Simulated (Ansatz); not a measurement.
# Cobalt, omega (AlB2-type) under r²SCAN: structure, energy and stiffness, part 2 of 2

The plan for cobalt in the omega (AlB2-type) structure: relax it, solve it on a dense k-mesh, then scale the cell to 7 volumes from 88 to 112 % of the relaxed one and try a fit of the equation of state. The start is ferromagnetic. The k-meshes are 9×9×13 for the relaxation; 12×12×17 for the dense run; 10×10×15 for the volumes.

Ansatz 0.2.0; DFT, r2SCAN, plane waves (500 eV) with PAW, scalar-relativistic.

### Step 7. The cell scaled to 100 % of its volume

File input.yaml:

```yaml
crystal:
  lattice:
    - [3.9389848706, 0.0, 0.0]
    - [-1.9694924353, 3.411260963, 0.0]
    - [0.0, 0.0, 2.4099015541]
  atoms:
    - { symbol: Co, position: [0.0, 0.0, 0.0], spin: 1.847 }
    - { symbol: Co, position: [0.3333333333, 0.6666666667, 0.5], spin: 1.93 }
    - { symbol: Co, position: [0.6666666667, 0.3333333333, 0.5], spin: 1.93 }
hamiltonian:
  xc: r2scan
  pseudopotentials:
    kind: paw
    azcp:
      Co: "pseudopotentials/Co.paw.azcp"
basis:
  ecutwfc: 500
  fft_grid_basis: typed
kpoints:
  mp_grid: { grid: [10, 10, 15], shift: [0, 0, 0] }
magnetization:
  spin_polarized: true
scf:
  occupations: { method: fermi_dirac, width: 0.05 }
  lower_state_search: "off"
output:
  stress: true
  write_density: true
  write_potential: true
  elf: true
  volumetric_format: npy
```

On the command line:

```bash
ansatz run input.yaml --threads 1 --pin off --max-ram 3584MiB --backend cpu --events-out ev --progress --plain --runs-dir out
```

The log of the run:

```text
Engine: ansatz 0.2.0, x86_64-unknown-linux-gnu
Pseudopotentials: kind: paw
Pseudopotential: Co, paw, valence charge 17, recommended cutoff 500 eV (meta_gga), <dir>
Functional definition: r2SCAN
  parameter k0 = 0.174
  parameter k1 = 0.065
  parameter a1 = 4.9479
  exchange = r2scan_x(k0 = k0, k1 = k1, a1 = a1)
  correlation = r2scan_c
Crystal: 3 atoms, lattice volume = 32.382 Å³
Basis set: ecut = 500 eV, 795 PW (Γ), exchange–correlation on 120×120×72 points (64 copies of the dense FFT grid, shifted against one another)
Bands: 35, of which v1, the nominal top of the filled ones, is band 26 counted from 1 (25 counted from 0)
Symmetry: 24 space group operations
Space group: P6/mmm (ITA 191), of the structure as read, at distance tolerance 3.2e-5 Å
Magnetic group: BNS 191.233 (UNI 1463), of the structure as read, at distance tolerance 3.2e-5 Å
k-points: 112 of 1500
Non-local potential: Co, projectors of the file, l = 0: 3, l = 1: 2, l = 2: 3, l = 3: 1
PAW form: soft (Blöchl's): semilocal exchange-correlation on the pseudo side does not see the compensation charge
PAW frozen core: Co, regenerated for the run's functional (the file was generated under x = pbe(κ = 0.804, μ = 0.2195149727645171), c = pbe(β = 0.06672455060314922))
PAW one-centre angular grid: Co, 590 points (default); XC on 160 Gauss nodes
Initial density: superposition of atomic densities (chi_scale 0.1, normalization cell)
Starting moments: Σ|m| = 5.707 μB on 3 of 3 sites
Initial wavefunctions: pseudopotential atomic-orbital guess
Functional: x = r2scan, c = r2scan; τ floored in thin density (d = 2e-4 eV/Å³)
iter 1 solved again at ethr=5.57e-4 eV; its pass at ethr=3.10e-3 eV (dr2=2.84e-1 eV) is discarded
SCF iter   1: F=-15393.995981 eV  HF=-15393.457506 eV  |F-HF|=5.38e-1  |Δ(HF+E_count)|=         —  Δρ=5.68e-2 (↑2.67e-2 ↓5.68e-2)  dr2=2.85e-1  dr2_τ=1.13e-1  dr2_m=4.77e-1  M=5.260 μB ∫|m|=5.411 μB  β_m=1.00  ethr=5.57e-4  ⟨swp⟩=1.0  Hψ=38843  notcnv=0
preconditioner: auto → none  [metal: Δε(μ)=0.006 eV  Ē_g=10.274 eV  σ=0.050 eV  W_gap=0.03  n_scr=8 (ndim 8)  ℏωp=33.9 eV  f_vac=0.000  D(μ)=1.96/eV (n_scr^D=26)  sad-step TF]
SCF iter   2: F=-15394.137425 eV  HF=-15393.963587 eV  |F-HF|=1.74e-1  |Δ(HF+E_count)|=   5.06e-1  Δρ=3.13e-2 (↑1.07e-2 ↓3.13e-2)  dr2=2.38e-1  dr2_τ=3.88e-3  dr2_m=8.86e-2  M=5.174 μB ∫|m|=5.706 μB  β_m=0.30  ethr=5.57e-4  ⟨swp⟩=3.0  Hψ=15285  notcnv=0  κ⁻¹=1.0e0(r=1)
SCF iter   3: F=-15394.122527 eV  HF=-15394.146595 eV  |F-HF|=2.41e-2  |Δ(HF+E_count)|=   1.83e-1  Δρ=2.57e-2 (↑1.49e-2 ↓2.57e-2)  dr2=2.61e-1  dr2_τ=2.62e-3  dr2_m=5.95e-2  M=5.191 μB ∫|m|=5.776 μB  β_m=1.00  ethr=4.67e-4  ⟨swp⟩=2.0  Hψ=11901  notcnv=0  defer=368  κ⁻¹=7.0e-2(r=2)
SCF iter   4: F=-15394.358881 eV  HF=-15394.213229 eV  |F-HF|=1.46e-1  |Δ(HF+E_count)|=   6.66e-2  Δρ=1.10e-2 (↑1.01e-2 ↓1.10e-2)  dr2=1.36e-2  dr2_τ=1.45e-3  dr2_m=2.62e-2  M=5.201 μB ∫|m|=5.910 μB  β_m=0.30  ethr=4.67e-4  ⟨swp⟩=2.0  Hψ=10518  notcnv=0  defer=440  κ⁻¹=1.4e-3(r=3)
SCF iter   5: F=-15394.369167 eV  HF=-15394.303116 eV  |F-HF|=6.61e-2  |Δ(HF+E_count)|=   8.99e-2  Δρ=1.19e-2 (↑9.64e-3 ↓1.19e-2)  dr2=1.16e-2  dr2_τ=7.95e-4  dr2_m=3.04e-2  M=5.212 μB ∫|m|=5.951 μB  β_m=0.30  ethr=2.67e-5  ⟨swp⟩=2.1  Hψ=16403  notcnv=0  defer=444  κ⁻¹=1.2e-4(r=4)
SCF iter   6: F=-15394.377535 eV  HF=-15394.340881 eV  |F-HF|=3.67e-2  |Δ(HF+E_count)|=   3.78e-2  Δρ=9.45e-3 (↑7.92e-3 ↓9.45e-3)  dr2=4.67e-3  dr2_τ=8.46e-4  dr2_m=2.11e-2  M=5.230 μB ∫|m|=5.989 μB  β_m=0.30  ethr=2.28e-5  ⟨swp⟩=2.0  Hψ=13284  notcnv=0  defer=444  κ⁻¹=5.9e-5(r=5)
SCF iter   7: F=-15394.381075 eV  HF=-15394.361901 eV  |F-HF|=1.92e-2  |Δ(HF+E_count)|=   2.10e-2  Δρ=8.04e-3 (↑6.77e-3 ↓8.04e-3)  dr2=3.49e-3  dr2_τ=5.75e-4  dr2_m=1.55e-2  M=5.243 μB ∫|m|=6.020 μB  β_m=0.30  ethr=9.17e-6  ⟨swp⟩=2.1  Hψ=10965  notcnv=0  defer=442  κ⁻¹=6.1e-7(r=6)
SCF iter   8: F=-15394.379514 eV  HF=-15394.373549 eV  |F-HF|=5.96e-3  |Δ(HF+E_count)|=   1.16e-2  Δρ=5.91e-3 (↑5.91e-3 ↓5.81e-3)  dr2=6.87e-3  dr2_τ=3.51e-4  dr2_m=8.45e-3  M=5.256 μB ∫|m|=6.047 μB  β_m=1.00  ethr=6.84e-6  ⟨swp⟩=2.1  Hψ=10825  notcnv=0  defer=440  κ⁻¹=1.1e-7(r=7)
SCF iter   9: F=-15394.385685 eV  HF=-15394.376385 eV  |F-HF|=9.30e-3  |Δ(HF+E_count)|=   2.84e-3  Δρ=4.03e-3 (↑1.88e-3 ↓4.03e-3)  dr2=1.86e-3  dr2_τ=4.39e-5  dr2_m=2.48e-3  M=5.262 μB ∫|m|=6.084 μB  β_m=0.30  ethr=6.84e-6  ⟨swp⟩=2.0  Hψ=10410  notcnv=0  defer=440  κ⁻¹=1.0e-7(r=8)
SCF iter  10: F=-15394.386827 eV  HF=-15394.382001 eV  |F-HF|=4.83e-3  |Δ(HF+E_count)|=   5.62e-3  Δρ=3.38e-3 (↑1.94e-3 ↓3.38e-3)  dr2=1.25e-3  dr2_τ=8.73e-5  dr2_m=1.94e-3  M=5.270 μB ∫|m|=6.098 μB  β_m=0.30  ethr=3.65e-6  ⟨swp⟩=1.1  Hψ=8410  notcnv=0  defer=440  κ⁻¹=1.6e-7(r=8)
SCF iter  11: F=-15394.385724 eV  HF=-15394.385135 eV  |F-HF|=5.89e-4  |Δ(HF+E_count)|=   3.13e-3  Δρ=3.94e-3 (↑1.75e-3 ↓3.94e-3)  dr2=3.14e-3  dr2_τ=8.43e-5  dr2_m=1.97e-3  M=5.276 μB ∫|m|=6.110 μB  β_m=0.30  ethr=2.45e-6  ⟨swp⟩=1.1  Hψ=8379  notcnv=0  defer=440  κ⁻¹=6.7e-8(r=8)
SCF iter  12: F=-15394.383278 eV  HF=-15394.386993 eV  |F-HF|=3.72e-3  |Δ(HF+E_count)|=   1.86e-3  Δρ=4.63e-3 (↑1.67e-3 ↓4.63e-3)  dr2=6.51e-3  dr2_τ=1.20e-4  dr2_m=1.97e-3  M=5.281 μB ∫|m|=6.119 μB  β_m=0.30  ethr=2.45e-6  ⟨swp⟩=1.1  Hψ=8336  notcnv=0  defer=440  κ⁻¹=1.2e-6(r=8)
SCF iter  13: F=-15394.385367 eV  HF=-15394.387843 eV  |F-HF|=2.48e-3  |Δ(HF+E_count)|=   8.50e-4  Δρ=3.56e-3 (↑1.61e-3 ↓3.56e-3)  dr2=4.10e-3  dr2_τ=1.23e-4  dr2_m=1.24e-3  M=5.285 μB ∫|m|=6.127 μB  β_m=0.30  ethr=2.45e-6  ⟨swp⟩=1.0  Hψ=8301  notcnv=0  defer=440  κ⁻¹=3.9e-7(r=8)
SCF iter  14: F=-15394.383178 eV  HF=-15394.388493 eV  |F-HF|=5.32e-3  |Δ(HF+E_count)|=   6.50e-4  Δρ=4.04e-3 (↑1.69e-3 ↓4.04e-3)  dr2=6.87e-3  dr2_τ=1.03e-4  dr2_m=1.14e-3  M=5.288 μB ∫|m|=6.133 μB  β_m=1.20  ethr=2.45e-6  ⟨swp⟩=1.0  Hψ=8307  notcnv=0  defer=440
Mixer restart at iter 14: flushing history
spin-set hold released at iteration 14 (site moments contracting): the magnetisation degrees of freedom join the quasi-Newton model from the next iteration; the mixer history was flushed
SCF iter  15: F=-15394.265903 eV  HF=-15394.394818 eV  |F-HF|=1.29e-1  |Δ(HF+E_count)|=   6.32e-3  Δρ=1.98e-2 (↑2.93e-3 ↓1.98e-2)  dr2=1.46e-1  dr2_τ=5.48e-4  dr2_m=2.15e-2  M=5.293 μB ∫|m|=6.145 μB  β_m=1.20  ethr=2.45e-6  ⟨swp⟩=2.0  Hψ=15467  notcnv=0  defer=440  κ⁻¹=1.0e0(r=1)
SCF iter  16: F=-15394.388866 eV  HF=-15394.388268 eV  |F-HF|=5.98e-4  |Δ(HF+E_count)|=   6.55e-3  Δρ=4.80e-4 (↑3.05e-4 ↓4.80e-4)  dr2=4.95e-5  dr2_τ=1.10e-6  dr2_m=1.56e-5  M=5.291 μB ∫|m|=6.145 μB  β_m=1.20  ethr=2.45e-6  ⟨swp⟩=2.0  Hψ=16054  notcnv=0  defer=457  κ⁻¹=7.4e-4(r=2)
SCF iter  17: F=-15394.388943 eV  HF=-15394.388604 eV  |F-HF|=3.39e-4  |Δ(HF+E_count)|=   3.36e-4  Δρ=3.36e-4 (↑2.42e-4 ↓3.36e-4)  dr2=2.70e-5  dr2_τ=2.98e-7  dr2_m=1.10e-5  M=5.294 μB ∫|m|=6.150 μB  β_m=1.20  ethr=9.70e-8  ⟨swp⟩=2.2  Hψ=13010  notcnv=0  defer=462  κ⁻¹=8.6e-6(r=3)
SCF iter  18: F=-15394.389007 eV  HF=-15394.388905 eV  |F-HF|=1.02e-4  |Δ(HF+E_count)|=   3.01e-4  Δρ=1.44e-4 (↑1.22e-4 ↓1.44e-4)  dr2=2.85e-6  dr2_τ=5.90e-8  dr2_m=2.48e-6  M=5.298 μB ∫|m|=6.157 μB  β_m=1.20  ethr=5.29e-8  ⟨swp⟩=2.0  Hψ=13090  notcnv=0  defer=462  κ⁻¹=4.3e-6(r=4)
SCF iter  19: F=-15394.389025 eV  HF=-15394.389010 eV  |F-HF|=1.49e-5  |Δ(HF+E_count)|=   1.05e-4  Δρ=1.03e-4 (↑5.27e-5 ↓1.03e-4)  dr2=2.81e-6  dr2_τ=1.75e-8  dr2_m=1.11e-6  M=5.301 μB ∫|m|=6.162 μB  β_m=1.20  ethr=5.59e-9  ⟨swp⟩=2.1  Hψ=13228  notcnv=0  defer=462  κ⁻¹=5.9e-7(r=5)
SCF iter  20: F=-15394.389031 eV  HF=-15394.389030 eV  |F-HF|=1.30e-6  |Δ(HF+E_count)|=   1.98e-5  Δρ=3.59e-5 (↑2.76e-5 ↓3.59e-5)  dr2=1.71e-7  dr2_τ=5.01e-9  dr2_m=1.55e-7  M=5.303 μB ∫|m|=6.165 μB  β_m=1.20  ethr=5.52e-9  ⟨swp⟩=2.0  Hψ=12888  notcnv=0  defer=462  κ⁻¹=2.0e-7(r=6)
SCF iter  21: F=-15394.389032 eV  HF=-15394.389031 eV  |F-HF|=4.32e-7  |Δ(HF+E_count)|=   1.33e-6  Δρ=3.37e-5 (↑1.53e-5 ↓3.37e-5)  dr2=2.15e-7  dr2_τ=2.17e-9  dr2_m=8.52e-8  M=5.304 μB ∫|m|=6.166 μB  β_m=1.20  ethr=1.96e-10  ⟨swp⟩=12.9  Hψ=53105  notcnv=0  κ⁻¹=2.3e-8(r=7)
SCF iter  22: F=-15394.389032 eV  HF=-15394.389032 eV  |F-HF|=1.56e-7  |Δ(HF+E_count)|=   6.24e-7  Δρ=2.09e-5 (↑9.20e-6 ↓2.09e-5)  dr2=8.94e-8  dr2_τ=9.91e-10  dr2_m=2.77e-8  M=5.304 μB ∫|m|=6.166 μB  β_m=1.20  ethr=1.96e-10  ⟨swp⟩=6.1  Hψ=45962  notcnv=0  κ⁻¹=1.1e-8(r=8)
SCF iter  23: F=-15394.389032 eV  HF=-15394.389032 eV  |F-HF|=1.56e-8  |Δ(HF+E_count)|=   3.39e-7  Δρ=5.88e-6 (↑2.44e-6 ↓5.88e-6)  dr2=8.21e-9  dr2_τ=1.21e-10  dr2_m=2.00e-9  M=5.304 μB ∫|m|=6.167 μB  ethr=1.75e-10  ⟨swp⟩=8.9  Hψ=47916  notcnv=0
SCF 1 converged in 23 iterations: F = -15394.389032 eV  dr2 = 8.21e-9
this state was not tested for a lower state beside it, because the mixer in use, unlike msr1, does not test its closes by its own steps (another_mixer; see scf.mixing.algorithm and scf.lower_state_search)
SCF converged after 23 iterations
Magnetization: 5.3042 μB (28.1521 up, 22.8479 down)
Absolute magnetization: 6.1713 μB (∫|ρ↑−ρ↓|, with the PAW one-centre terms)
Spin contamination: 0.1855 ħ² per cell (⟨S²⟩ above its minimum at these occupations)
Per-site moments (μB) at R_I (Å): [(1.8479562475061988, 0.99408439106625), (1.9315184118104853, 0.938096764833547), (1.9315184118104858, 0.938096764833547)]
Free energy (F): -15394.389032 eV
Harris-Foulkes:  -15394.389032 eV  (|F-HF|=1.56e-8)
Internal energy: -15394.370040 eV  (E = F + TS)
E sigma→0 (E₀):  -15394.379536 eV
Entropy (-TS):   -0.018992 eV (-6.331 meV/atom)
Fermi energy:    18.952869 eV
--- Per-component energies (eV) ---
  E_band       = -801.602395
  E_kinetic    = 1363.228884
  E_local      = -8508.623090  (includes V_loc(G=0)·N_el)
  E_nonlocal   = 1370.078641
  E_hartree    = 3571.946418
  E_xc         = -473.046562
  E_vxc        = -690.040150  (∫ρ·V_xc dr)
  E_paw        = -4572.657918  (= ΣΔE_a)
  E_vpaw       = -1524.320894  (= ΣTr[D̂ρ^β])
  E_aug_tail   = 0.000106  (compensation charges beyond the density's cutoff)
  E_vtau       = 44.179242  (kinetic-family band-sum trace: ∫τ·v_τ [+ j·A + Jᵃ·Aᵃ] dr)
  E_ewald      = -8144.410902
  E_core_change = -0.885619  (= ΣΔE_core)
  E_smearing   = -0.018992  (= −TS)
  E_closure    = -0.000000  (closes the sum)
  Σ components = -15394.389032   (vs F -15394.389032, Δ=0.00e0)
--- Stress (GPa, compression-positive) ---
        0.207498       0.000000       0.000000
        0.000000       0.207498      -0.000000
       -0.000000      -0.000000      -0.389830
  P = ⅓ Tr σ = 0.0084 GPa (0.084 kbar)
--- Band table (eV; the first three rows and the last of 224) ---
  k-point 0 ↑: bands = ["-81.5862", "-81.5049", "-81.2357", "-43.4810", "-43.4810", "-43.2806", "-43.2407", "-43.2407", "-43.2218", "-43.0123", "-43.0123", "-42.8980", "9.3674", "13.4753", "14.7685", "14.7685", "14.8060", "14.8060", "14.9850", "15.3772", "15.8077", "15.8077", "15.9933", "15.9933", "16.2902", "16.2902", "17.4528", "17.4528", "25.1920", "25.1920", "25.2047", "25.2047", "28.0137", "28.0418", "35.6592"]
  k-point 1 ↑: bands = ["-81.5850", "-81.5039", "-81.2347", "-43.4799", "-43.4799", "-43.2907", "-43.2386", "-43.2386", "-43.2313", "-43.0126", "-43.0126", "-42.9081", "9.4969", "13.5504", "14.6895", "14.6895", "14.7583", "14.7583", "15.0997", "15.4542", "15.6825", "15.6825", "16.1693", "16.1693", "16.2694", "16.2694", "17.4369", "17.4369", "25.3286", "25.3286", "25.3358", "25.3358", "28.0497", "28.0686", "34.4408"]
  k-point 2 ↑: bands = ["-81.5816", "-81.5009", "-81.2318", "-43.4767", "-43.4767", "-43.3191", "-43.2581", "-43.2325", "-43.2325", "-43.0135", "-43.0135", "-42.9367", "9.8782", "13.7608", "14.4692", "14.4692", "14.6273", "14.6273", "15.4316", "15.5840", "15.5840", "15.6829", "16.2020", "16.2020", "16.4116", "16.4116", "17.4034", "17.4034", "25.6906", "25.6906", "25.7544", "25.7544", "28.1367", "28.1484", "32.1254"]
  k-point 111 ↓: bands = ["-78.4339", "-78.4227", "-78.2729", "-40.5171", "-40.4203", "-40.4044", "-40.3175", "-40.2793", "-40.2346", "-40.1026", "-40.0886", "-40.0835", "14.5589", "15.2557", "15.7322", "16.0177", "16.0716", "16.1869", "17.3625", "17.8872", "18.2320", "18.2825", "19.3585", "19.7611", "20.3410", "20.3747", "20.4066", "20.7737", "22.7583", "23.8398", "26.4369", "26.7461", "27.8090", "34.9214", "34.9294"]
```

It took 1.9 min on 1 thread of Intel Xeon Platinum 8259CL at 2.50GHz (Skylake/Cascade Lake), shared host; peak memory 0.68 GiB.

Density in a lattice plane of the grid's cell (edges 3.94 and 3.94 Å, at 0.500 of the third edge), which holds Co. It is the smooth density of the valence electrons, not physical close to the nuclei.

Values in e/Å³, 12 rows by 12 columns:
```
 0.35  0.31  0.29  0.32  0.54  0.86  0.85  0.50  0.32  0.28  0.31  0.35
 0.30  0.29  0.35  0.83  3.05  4.72  2.49  0.76  0.33  0.28  0.30  0.31
 0.28  0.32  0.83  4.33 19.04 19.09  4.32  0.84  0.32  0.27  0.28  0.28
 0.34  0.54  3.05 19.04 44.62 20.03  2.49  0.55  0.33  0.32  0.33  0.32
 0.41  0.86  4.72 19.09 20.03  5.43  0.84  0.44  0.55  0.84  0.76  0.50
 0.48  0.85  2.49  4.32  2.49  0.84  0.48  0.84  2.49  4.32  2.49  0.85
 0.41  0.50  0.76  0.84  0.55  0.44  0.84  5.43 20.03 19.09  4.72  0.86
 0.34  0.32  0.33  0.32  0.33  0.55  2.49 20.03 44.62 19.04  3.05  0.54
 0.28  0.28  0.28  0.27  0.32  0.84  4.32 19.09 19.04  4.33  0.83  0.32
 0.30  0.31  0.30  0.28  0.33  0.76  2.49  4.72  3.05  0.83  0.35  0.29
 0.35  0.35  0.31  0.28  0.32  0.50  0.85  0.86  0.54  0.32  0.29  0.31
 0.39  0.35  0.30  0.28  0.34  0.41  0.48  0.41  0.34  0.28  0.30  0.35
```
Columns run along the first of these edges and rows up along the second, over one cell in 12 and 12 even steps from the bottom left corner. Atoms in the plane (fractional): Co at (0.33, 0.67), Co at (0.67, 0.33).

Spin density (up less down) in a lattice plane of the grid's cell (edges 3.94 and 3.94 Å, at 0.500 of the third edge), which holds Co.

Ten even steps from ' ' (-0.04 e/Å³) to '@' (6.99 e/Å³):
```
                                                
                                                
                                                
                  ......                        
              ..--==--..                        
            ::++%%%%++..                        
          ..==@@@@##--..                        
          ::==**++::..                          
          ..::::..                              
                                                
                                ..::::..        
                            ..::++**==::        
                          ..--##@@@@==..        
                          ..++%%%%++::          
                          ..--==--..            
                          ......                
                                                
                                                
                                                
                                                
```
Columns run along the first of these edges and rows up along the second, over one cell in 24 and 20 even steps from the bottom left corner. Atoms in the plane (fractional): Co at (0.33, 0.67), Co at (0.67, 0.33).

### Step 8. The cell scaled to 104 % of its volume

Edit input.yaml of step 7 so:

```diff
@@ -2,5 +2,5 @@
   lattice:
-    - [3.9389848706, 0.0, 0.0]
-    - [-1.9694924353, 3.411260963, 0.0]
-    - [0.0, 0.0, 2.4099015541]
+    - [3.9908195632, 0.0, 0.0]
+    - [-1.9954097816, 3.4561511236, 0.0]
+    - [0.0, 0.0, 2.4416144218]
   atoms:
```

On the command line:

```bash
ansatz run input.yaml --threads 1 --pin off --max-ram 3584MiB --backend cpu --events-out ev --progress --plain --runs-dir out
```

The log of the run (excerpt; [...] marks lines left out):

```text
[...]
[... 3 set-up lines as earlier in the session ...]
[...]
Crystal: 3 atoms, lattice volume = 33.677 Å³
Basis set: ecut = 500 eV, 903 PW (Γ), exchange–correlation on 120×120×72 points (64 copies of the dense FFT grid, shifted against one another)
[...]
Free energy (F): -15394.356970 eV
[...]
E sigma→0 (E₀):  -15394.345766 eV
Entropy (-TS):   -0.022408 eV (-7.469 meV/atom)
Fermi energy:    18.097229 eV
[...]
--- Stress (GPa, compression-positive) ---
       -7.458094       0.000000      -0.000000
        0.000000      -7.458094      -0.000000
       -0.000000      -0.000000      -8.003651
  P = ⅓ Tr σ = -7.6399 GPa (-76.399 kbar)
--- Band table (eV; the first three rows and the last of 224) ---
[...]
```

It took 2.1 min on 1 thread of Intel Xeon Platinum 8259CL at 2.50GHz (Skylake/Cascade Lake), shared host; peak memory 0.68 GiB.

### Step 9. The cell scaled to 108 % of its volume

Edit input.yaml of step 8 so:

```diff
@@ -2,5 +2,5 @@
   lattice:
-    - [3.9908195632, 0.0, 0.0]
-    - [-1.9954097816, 3.4561511236, 0.0]
-    - [0.0, 0.0, 2.4416144218]
+    - [4.0413416298, 0.0, 0.0]
+    - [-2.0206708149, 3.4999045168, 0.0]
+    - [0.0, 0.0, 2.4725242148]
   atoms:
```

On the command line:

```bash
ansatz run input.yaml --threads 1 --pin off --max-ram 3584MiB --backend cpu --events-out ev --progress --plain --runs-dir out
```

The log of the run (excerpt; [...] marks lines left out):

```text
[...]
[... 3 set-up lines as earlier in the session ...]
[...]
Crystal: 3 atoms, lattice volume = 34.972 Å³
Basis set: ecut = 500 eV, 903 PW (Γ), exchange–correlation on 120×120×80 points (64 copies of the dense FFT grid, shifted against one another)
[...]
Free energy (F): -15394.269600 eV
[...]
E sigma→0 (E₀):  -15394.256998 eV
Entropy (-TS):   -0.025204 eV (-8.401 meV/atom)
Fermi energy:    17.308170 eV
[...]
--- Stress (GPa, compression-positive) ---
      -13.408504       0.000000       0.000000
        0.000000     -13.408504       0.000000
        0.000000       0.000000     -14.440677
  P = ⅓ Tr σ = -13.7526 GPa (-137.526 kbar)
--- Band table (eV; the first three rows and the last of 224) ---
[...]
```

It took 2.1 min on 1 thread of Intel Xeon Platinum 8259CL at 2.50GHz (Skylake/Cascade Lake), shared host; peak memory 0.69 GiB.

### Step 10. The cell scaled to 112 % of its volume

Edit input.yaml of step 9 so:

```diff
@@ -2,5 +2,5 @@
   lattice:
-    - [4.0413416298, 0.0, 0.0]
-    - [-2.0206708149, 3.4999045168, 0.0]
-    - [0.0, 0.0, 2.4725242148]
+    - [4.0906311416, 0.0, 0.0]
+    - [-2.0453155708, 3.5425904861, 0.0]
+    - [0.0, 0.0, 2.5026799211]
   atoms:
@@ -27,5 +27 @@
   stress: true
-  write_density: true
-  write_potential: true
-  elf: true
-  volumetric_format: npy
```

On the command line:

```bash
ansatz run input.yaml --threads 1 --pin off --max-ram 3584MiB --backend cpu --events-out ev --progress --plain --runs-dir out
```

The log of the run (excerpt; [...] marks lines left out):

```text
[...]
[... 3 set-up lines as earlier in the session ...]
[...]
Crystal: 3 atoms, lattice volume = 36.267 Å³
Basis set: ecut = 500 eV, 939 PW (Γ), exchange–correlation on 120×120×80 points (64 copies of the dense FFT grid, shifted against one another)
[...]
Per-site moments (μB) at R_I (Å): [(1.9979822630739568, 1.03235546745375), (2.0300124847428904, 0.9742123836826341), (2.030012484742891, 0.9742123836826341)]
Free energy (F): -15394.137787 eV
[...]
E sigma→0 (E₀):  -15394.124197 eV
Entropy (-TS):   -0.027179 eV (-9.060 meV/atom)
Fermi energy:    16.579623 eV
[...]
--- Stress (GPa, compression-positive) ---
      -18.085145       0.000000       0.000000
        0.000000     -18.085145      -0.000000
        0.000000      -0.000000     -19.859364
  P = ⅓ Tr σ = -18.6766 GPa (-186.766 kbar)
```

Wall time 1.8 min (1 thread of Intel Xeon Platinum 8259CL at 2.50GHz (Skylake/Cascade Lake), shared host); peak memory 0.71 GiB.

### Step 11. The equation of state

All volumes keep the relaxed shape and fractional coordinates.

```
V (Å³/atom)  E − E₀ (meV/atom)  P from the stress (GPa)  P from the fit (GPa)  largest moment (μB)
      9.499              135.8                    38.41                 38.55                 1.83
      9.930               54.6                    22.49                 22.32                 1.87
     10.362               12.2                     9.80                  9.68                 1.90
     10.794                0.1                     0.01                 -0.20                 1.93
     11.226               11.4                    -7.64                 -7.91                 1.97
     11.657               41.0                   -13.75                -13.92                 2.00
     12.089               85.2                   -18.68                -18.59                 2.03
```

Fit (Birch-Murnaghan, third order): V₀ = 10.784 Å³/atom, B₀ = 219 GPa, B₀′ = 5.2, largest residual 0.13 meV/atom.

The fit is made to E(σ → 0), while the stress belongs to the free energy F; that is one source of the offset between the two pressures.

### Step 12. What came out

The summary covers parts 1 to 2.

```
                      quantity                                   value
space group (spins left aside)                        P6/mmm (No. 191)
             conventional cell  a = 3.939 Å, c = 2.410 Å (c/a = 0.612)
                        volume                          10.794 Å³/atom
             shortest distance                                 2.274 Å
               gap on the mesh            none (levels filled in part)
                magnetic state   ferromagnetic, up to 1.93 μB per atom
relative to hcp, ferromagnetic                            +67 meV/atom
                   V₀, B₀, B₀′            10.784 Å³/atom, 219 GPa, 5.2
```

In words: The relaxation shrank the cell by 2.5 % in volume. It lies 67 meV/atom above the element's reference form at the same level (hcp, ferromagnetic, from a run of its own). The final state is ferromagnetic (largest moment 1.93 μB). Levels at the Fermi energy are filled in part, as in a metal. B₀ comes out at 219 GPa; letting shape and positions relax at each volume could only lower it. The symmetry was held, so the structure may be unstable against distortions that break it.
